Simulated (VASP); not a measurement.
# Si (P6_3/mmc) in VASP: notebook

The runs below take Si through phonons, dielectric tensor, with PBE, LDA.

All numbers are computed with VASP 6.6.1; they aren't measurements. Logs are shortened: lines on timing, memory, paths and dates and some standing lists are left out, and cuts for length are marked.

## Step 1: Starting point

Symmetry: P6_3/mmc, No. 194, hexagonal system. The conventional cell has a = 3.851 Å, b = 3.851 Å, c = 6.363 Å, α = 90.00°, β = 90.00°, γ = 120.00°. Si (site symmetry 3m) is surrounded by 4 Si at 2.36 to 2.38 Å.

This isn't the form of Si at room conditions, which is diamond.

## Step 2: Phonons, PBE

Input file POSCAR:

```
Si
1.0
    3.8506284798     -0.0000000000      0.0000000000
   -1.9253142400      3.3347420841      0.0000000000
    0.0000000000      0.0000000000      6.3630852352
  Si
     4
Direct
     0.3333333300000021    0.6666666699999979    0.0629225742551754
     0.6666666699999979    0.3333333300000021    0.5629225742551754
     0.3333333300000021    0.6666666699999979    0.4370774257448246
     0.6666666699999979    0.3333333300000021    0.9370774257448246
```

Input file INCAR.step1:

```
ALGO = Normal ; EDIFF = 1E-8
EDIFFG = -0.002 ; ENCUT = 600
GGA = PE ; IBRION = 2
ISIF = 3 ; ISMEAR = 0
KPAR = 2 ; LASPH = True
LCHARG = False ; LREAL = False
LWAVE = False ; NELM = 80
NSW = 40 ; PREC = Accurate
SIGMA = 0.03
```

Input file INCAR.step2:

```
ALGO = Normal ; EDIFF = 1E-8
ENCUT = 600 ; GGA = PE
IBRION = 6 ; ISIF = 2
ISMEAR = 0 ; KPAR = 2
LASPH = True ; LCHARG = False
LREAL = False ; LWAVE = False
NELM = 80 ; NFREE = 2
NSW = 1 ; POTIM = 0.015
PREC = Accurate ; SIGMA = 0.03
```

Input file KPOINTS:

```
k-points
0
Gamma
  9 9 4
```

Potentials or basis: VASP PAW PBE potentials, release 64 (Si).

On the command line:

```console
cat potpaw_PBE.64/Si/POTCAR > POTCAR
cp INCAR.step1 INCAR
mpirun -np 2 vasp_std > vasp.out
cp CONTCAR POSCAR
cp INCAR.step2 INCAR
mpirun -np 2 vasp_std > vasp.out
```

OUTCAR:

```text
EDIFF = 1E-8
   ENCUT = 600
   GGA = PE
   IBRION = 6
   ISIF = 2
   ISMEAR = 0
   LASPH = True
   LREAL = False
   NELM = 80
   NFREE = 2
   NSW = 1
   POTIM = 0.015
   PREC = Accurate

 ion  position               nearest neighbor table
   1  0.333  0.667  0.063-   4 2.36   4 2.36   4 2.36   3 2.38
   2  0.667  0.333  0.563-   3 2.36   3 2.36   3 2.36   4 2.38
   3  0.333  0.667  0.437-   2 2.36   2 2.36   2 2.36   1 2.38
   4  0.667  0.333  0.937-   1 2.36   1 2.36   1 2.36   2 2.38

  LATTYP: Found a hexagonal cell.
 ALAT       =     3.8507795690
 C/A-ratio  =     1.6521942810

  Lattice vectors:

 A1 = (   3.8507795690,  -0.0000000000,   0.0000000000)
 A2 = (  -1.9253897846,   3.3348729312,   0.0000000000)
 A3 = (   0.0000000000,   0.0000000000,   6.3622359812)

Analysis of symmetry for initial positions (statically):
=====================================================================
 Subroutine PRICEL returns:
 Original cell was already a primitive cell.

 Routine SETGRP: Setting up the symmetry group for a
 hexagonal supercell.

 Subroutine GETGRP returns: Found 24 space group operations
 (whereof 12 operations were pure point group operations)
 out of a pool of 24 trial point group operations.

The static configuration has the point symmetry D_3d.
 The point group associated with its full space group is D_6h.

Analysis of symmetry for dynamics (positions and initial velocities):
=====================================================================
 Subroutine PRICEL returns:
 Original cell was already a primitive cell.

 Routine SETGRP: Setting up the symmetry group for a
 hexagonal supercell.

 Subroutine GETGRP returns: Found 24 space group operations
 (whereof 12 operations were pure point group operations)
 out of a pool of 24 trial point group operations.

The dynamic configuration has the point symmetry D_3d.
 The point group associated with its full space group is D_6h.

 Subroutine INISYM returns: Found 24 space group operations
 (whereof 12 operations are pure point group operations),
 and found     1 'primitive' translations

----------------------------------------------------------------------------------------

                                     Primitive cell

  volume of cell :      81.7029

  direct lattice vectors                    reciprocal lattice vectors
     3.850779569 -0.000000000  0.000000000     0.259687677  0.149930750  0.000000000
    -1.925389785  3.334872931  0.000000000     0.000000000  0.299861500  0.000000000
     0.000000000  0.000000000  6.362235981     0.000000000  0.000000000  0.157177446

  length of vectors
     3.850779569  3.850779569  6.362235981     0.299861500  0.299861500  0.157177446

  position of ions in fractional coordinates (direct lattice)
     0.333333330  0.666666670  0.062915731
     0.666666670  0.333333330  0.562915731
     0.333333330  0.666666670  0.437084269
     0.666666670  0.333333330  0.937084269

  ion indices of the primitive-cell ions
   primitive index   ion index
                 1           1
                 2           2
                 3           3
                 4           4

----------------------------------------------------------------------------------------

 KPOINTS: k-points

Automatic generation of k-mesh.
 Grid dimensions read from file:
 generate k-points for:    9    9    4

 Generating k-lattice:

  Cartesian coordinates                     Fractional coordinates (reciprocal lattice)
     0.028854186  0.016658972  0.000000000     0.111111111  0.000000000  0.000000000
     0.000000000  0.033317944  0.000000000     0.000000000  0.111111111  0.000000000
     0.000000000  0.000000000  0.039294361     0.000000000  0.000000000  0.250000000

  Length of vectors
     0.033317944  0.033317944  0.039294361

  Shift w.r.t. Gamma in fractional coordinates (k-lattice)
     0.000000000  0.000000000  0.000000000

 Subroutine IBZKPT returns following result:
 ===========================================

 Found     36 irreducible k-points:

 Following reciprocal coordinates:
            Coordinates               Weight
  0.000000  0.000000  0.000000      1.000000
  0.111111  0.000000  0.000000      6.000000
  0.222222  0.000000  0.000000      6.000000
  0.333333 -0.000000  0.000000      6.000000
  0.444444  0.000000  0.000000      6.000000
  0.111111  0.111111  0.000000      6.000000
[... 16 lines left out ...]
  0.333333  0.222222  0.250000     24.000000
  0.333333  0.333333  0.250000      4.000000
 [... further k-points ...]
   k-points           NKPTS =     36   k-points in BZ     NKDIM =     36   number of bands    NBANDS=     12
   number of dos      NEDOS =    301   number of ions     NIONS =      4
   total plane-waves  NPLWV =  55296
   dimension x,y,z NGX =    32 NGY =   32 NGZ =   54
   dimension x,y,z NGXF=    64 NGYF=   64 NGZF=  108
   ions per type =               4
   NGX,Y,Z   is equivalent  to a cutoff of  13.82, 13.82, 14.11 a.u.
   NGXF,Y,Z  is equivalent  to a cutoff of  27.63, 27.63, 28.22 a.u.
 SYSTEM =  unknown system
   PREC   = accura    normal or accurate (medium, high low for compatibility)
   ISTART =      0    job   : 0-new  1-cont  2-samecut
   ICHARG =      2    charge: 1-file 2-atom 10-const
   ISPIN  =      1    spin polarized calculation?
   LNONCOLLINEAR =      F non collinear calculations
   LSORBIT =      F    spin-orbit coupling
   LASPH  =      T    aspherical Exc in radial PAW
   ENCUT  =  600.0 eV  44.10 Ry    6.64 a.u.   7.69  7.69 12.71*2*pi/ulx,y,z
   NELM   =     80;   NELMIN=  2; NELMDL=  0     # of ELM steps
   EDIFF  = 0.1E-07   stopping-criterion for ELM
   LREAL  =      F    real-space projection
   EDIFFG = 0.1E-06   stopping-criterion for IOM
   NSW    =     85    number of steps for IOM
   IBRION =      6    ionic relax: 0-MD 1-quasi-New 2-CG
   NFREE  =      2    steps in history (QN), initial steepest desc. (CG)
   ISIF   =      2    stress and relaxation
   ISYM   =      2    0-nonsym 1-usesym 2-fastsym
   POTIM  = 0.0150    time-step for ionic-motion
   TEBEG  =    0.0;   TEEND  =   0.0 temperature during run
   PSTRESS=    0.0 pullay stress
   NELECT =      16.0000    total number of electrons
   NUPDOWN=      -1.0000    fix difference up-down
   EMIN   =  10.00;   EMAX   =-10.00  energy-range for DOS
   EFERMI =   0.00;   METHOD = LEGACY
   ISMEAR =     0;   SIGMA  =   0.03  broadening in eV -4-tet -1-fermi 0-gaus
   EFERMI_NEDOS =   21; number of points for ismear=-14 and -15
   IALGO  =     38    algorithm
   IMIX   =      4    mixing-type and parameters
     AMIX     =   0.40;   BMIX     =  1.00
     AMIX_MAG =   1.60;   BMIX_MAG =  1.00
  volume/ion in A,a.u.               =      20.43       137.84
  Fermi-wavevector in a.u.,A,eV,Ry     =   0.950683  1.796530 12.296912  0.903798
  Thomas-Fermi vector in A             =   2.079082
   LORBIT       =      0    0 simple, 1 ext, 2 COOP (PROOUT), +10 PAW based schemes
   GGA     = PE    functional components
   LHFCALC =     F    Hartree Fock is set to
   AEXX    =    0.0000 exact exchange contribution
   IVDW    =     0    specifies the selected vdW correction
   LEPSILON=     F    determine dielectric tensor
   LRPA    =     F    only Hartree local field effects (RPA)
 finite differences with symmetry
 non-spin polarized calculation
 Gauss-broadening in eV      SIGMA  =   0.03
  energy-cutoff  :      600.00
  volume of cell :       81.70
 maximum number of plane-waves:      2758
 NGX is ok and might be reduce to    32
   NGX = 15   NGY = 15   NGZ = 25

--------------------------------------- Ionic step        1  -------------------------------------------

 number of electron      16.0000000 magnetization

 Free energy of the ion-electron system (eV)
  ---------------------------------------------------
  ext. energy  EPLUGINS =         0.00000000
  ---------------------------------------------------
  free energy    TOTEN  =       -21.65498095 eV

  energy without entropy =      -21.65498095  energy(sigma->0) =      -21.65498095

------------------------ aborting loop because EDIFF is reached ----------------------------------------

  FORCE on cell =-STRESS in cart. coord.  units (eV):
  Direction    XX          YY          ZZ          XY          YZ          ZX
  --------------------------------------------------------------------------------------
  -------------------------------------------------------------------------------------
  Total        0.0003932      0.0003932      0.0025257     -0.0000000     -0.0000000      0.0000000
  in kB        0.0077109      0.0077109      0.0495275     -0.0000000     -0.0000000      0.0000000
  external PRESSURE =       0.0216498 kB  Pullay stress =       0.0000000 kB
[... 139 lines left out ...]
--------------------------------------- Ionic step        5  -------------------------------------------

 number of electron      16.0000000 magnetization

 Free energy of the ion-electron system (eV)
  ---------------------------------------------------
  ext. energy  EPLUGINS =         0.00000000
  ---------------------------------------------------
  free energy    TOTEN  =       -21.65343740 eV

  energy without entropy =      -21.65343740  energy(sigma->0) =      -21.65343740

 E-fermi :   5.9848     XC(G=0):  -9.3259

 val. band max:        5.8485225551   @ k =   0.0000   0.0000   0.0000
 cond. band min:       6.3478304455   @ k =   0.4444   0.0000   0.0000
 fundamental gap:      0.4993078904
 Fermi energy:         5.9848373660

 k-point     1 :       0.0000    0.0000    0.0000
  band No.  band energies     occupation
      1      -6.2110      2.00000
      2      -3.9770      2.00000
      3      -1.2283      2.00000
      4       4.3655      2.00000
      5       4.3655      2.00000
      6       5.5768      2.00000
      7       5.8485      2.00000
      8       5.8485      2.00000
      9       6.8496      0.00000
     10       7.8921      0.00000
     11       7.8921      0.00000
     12       8.1780      0.00000
[... 331 lines left out ...]
 k-point    24 :       0.3333    0.3333    0.2500
  band No.  band energies     occupation
      1      -2.9921      2.00000
      2      -2.9627      2.00000
      3      -1.1151      2.00000
      4      -1.1026      2.00000
      5       0.9549      2.00000
      6       2.1705      2.00000
      7       3.0835      2.00000
      8       3.0954      2.00000
      9       7.6165      0.00000
     10       8.7659      0.00000
     11       8.7996      0.00000
     12      11.2304      0.00000

 [... further k-points ...]

------------------------ aborting loop because EDIFF is reached ----------------------------------------

  FORCE on cell =-STRESS in cart. coord.  units (eV):
  Direction    XX          YY          ZZ          XY          YZ          ZX
  --------------------------------------------------------------------------------------
  -------------------------------------------------------------------------------------
  Total        0.0822956      0.0822956     -0.1378093     -0.0000000      0.0000000     -0.0000000
  in kB        1.6137999      1.6137999     -2.7024104     -0.0000000      0.0000000     -0.0000000
  external PRESSURE =       0.1750632 kB  Pullay stress =       0.0000000 kB
[... 19 lines left out ...]
  FREE ENERGIE OF THE ION-ELECTRON SYSTEM (eV)
  ---------------------------------------------------
  free  energy   TOTEN  =       -21.6534373992 eV

  energy  without entropy=      -21.6534373992  energy(sigma->0) =      -21.65343740

 INTERNAL STRAIN TENSORS FROM DISPLACED ATOMS
 ============================================

 INTERNAL STRAIN TENSOR FOR ION    1 for displacements in x,y,z  (eV/Angst):
          X           Y           Z          XY          YZ          ZX
  --------------------------------------------------------------------------------
  x     0.00000    -0.00000    -0.00000    -7.54814     0.00000    -6.18878
  y    -7.54814     7.54814     0.00000    -0.00000    -6.18878     0.00000
  z    -5.41349    -5.41349     9.69281     0.00000     0.00000     0.00000

 INTERNAL STRAIN TENSOR FOR ION    4 for displacements in x,y,z  (eV/Angst):
          X           Y           Z          XY          YZ          ZX
  --------------------------------------------------------------------------------
  x    -0.00000     0.00000     0.00000     7.54814    -0.00000     6.18878
  y     7.54814    -7.54814    -0.00000     0.00000     6.18878    -0.00000
  z     5.41349     5.41349    -9.69281    -0.00000    -0.00000    -0.00000

 Eigenvectors and eigenvalues of the dynamical matrix
 ----------------------------------------------------

   1 f  =   14.915422 THz    93.716357 2PiTHz  497.524909 cm-1    61.685199 meV
             X         Y         Z           dx          dy          dz
     -0.000000  2.223249  0.400285    -0.000000    0.000000   -0.500000
      1.925390  1.111624  3.581403    -0.000000    0.000000   -0.500000
     -0.000000  2.223249  2.780833     0.000000   -0.000000    0.500000
      1.925390  1.111624  5.961951     0.000000   -0.000000    0.500000
[... 71 lines left out ...]
  12 f/i=    0.000000 THz     0.000002 2PiTHz    0.000011 cm-1     0.000001 meV
             X         Y         Z           dx          dy          dz
     -0.000000  2.223249  0.400285    -0.132074    0.010928    0.482117
      1.925390  1.111624  3.581403    -0.132074    0.010928    0.482117
     -0.000000  2.223249  2.780833    -0.132074    0.010928    0.482117
      1.925390  1.111624  5.961951    -0.132074    0.010928    0.482117

 ELASTIC MODULI CONTR FROM IONIC RELAXATION (kBar)
 Direction    XX          YY          ZZ          XY          YZ          ZX
 --------------------------------------------------------------------------------
 XX        -277.9445     98.1096    160.9964      0.0000      0.0000     -0.0000
 YY          98.1096   -277.9445    160.9964      0.0000      0.0000      0.0000
 ZZ         160.9964    160.9964   -288.2624     -0.0000     -0.0000     -0.0000
 XY           0.0000      0.0000     -0.0000   -188.0270     -0.0000     -0.0000
 YZ          -0.0000      0.0000     -0.0000     -0.0000   -117.6005      0.0000
 ZX          -0.0000      0.0000     -0.0000     -0.0000      0.0000   -117.6005
 --------------------------------------------------------------------------------
```

It took 1.8 min on 2 MPI ranks of Intel Xeon 6975P-C (Granite Rapids), shared host; peak memory 0.41 GiB.

What came out:

* Highest phonon frequency at Γ: 498 cm⁻¹

Phonon frequencies in cm⁻¹ (negative: imaginary):
| q point | frequencies |
| --- | --- |
| (0.000, 0.000, 0.000) | 0 0 0 102 102 370 402 480 480 497 497 498 |

[end of part 1 of 2]
